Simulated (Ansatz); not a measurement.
Reaction (formal exchange of groups at the Si–F bond): `O[SiH2][SiH](F)S` + cyclopentadiene → `O[SiH2][SiH2]S` + `FC1=CC=CC1`

Program: Ansatz. Geometries: PBE0-D4/def2-TZVP. ΔE: electronic, gas phase. CCSD(T)/CBS adds triple-zeta CCSD(T) − MP2 to the extrapolated MP2 energy (def2 sets, frozen cores). Functionals use def2-TZVPP. One conformer a species, not always the lowest.

Question: Is it downhill or uphill in electronic energy at CCSD(T)/CBS, and by how much? (Estimate.)

Answer: The calculation gave: Uphill: ΔE = +2.21 eV.

Question: What do these levels give: ωB97X-V, B2PLYP, PBE, r2SCAN, PBE0, MP2/CBS(def2)? (Best estimate.)

Answer: The calculation gave: ωB97X-V 2.06, B2PLYP 2.17, PBE 1.96, r2SCAN 2.08, PBE0 2.01, MP2/CBS(def2) 2.32 eV.

Largest T1 diagnostic among the species: 0.012.

From PBE to PBE0 (25 % exact exchange), in def2-TZVPP and without D4, ΔE moves by +0.06 eV.
